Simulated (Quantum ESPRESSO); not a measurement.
The system is TaN.

```
Ta N
1.0
     0.00000    2.21132    2.21132
     2.21132    0.00000    2.21132
     2.21132    2.21132    0.00000
Ta N
1 1
Direct
  0.50000 0.50000 0.50000
  0.00000 0.00000 0.00000
```

The cell comes from a database or a generator and needn't be the stable form of this composition.

Base run:

| Property | Result |
| --- | --- |
| Program | Quantum ESPRESSO 7.5 |
| Functional | PBEsol |
| Potentials or basis | GBRV 1.5 PBEsol |
| Cutoff | 762 eV |
| Density cutoff | 6095 eV |
| k mesh | 10 × 10 × 10 |
| Occupations | fermi-dirac, width 0.05 eV |
| Spin | no spin polarisation |
| Hubbard terms | Ta d U = 5 eV |

Its results: band gap on the k mesh none (metal or under the smearing width); pressure -6.1 GPa.

Problem. After a change of settings the same cell gave: band gap on the k mesh none (metal or under the smearing width); pressure -7.1 GPa. Which change was it?
A. hubbard terms from Ta d U = 5 eV to Ta d U = 4 eV
B. hubbard terms from Ta d U = 5 eV to Ta d U = 8 eV
C. hubbard terms from Ta d U = 5 eV to none
D. potentials or basis from GBRV 1.5 PBEsol to PseudoDojo 0.4.1 SR PBE standard; cutoff from 762 eV to 1143 eV; density cutoff from 6095 eV to 4572 eV; hubbard terms from Ta d U = 5 eV to none; hubbard projectors from ortho-atomic to none

Solution. A.

Caveats: U without spin polarisation on a metal has little footing.

Runs at the PBE level aren't shown here.
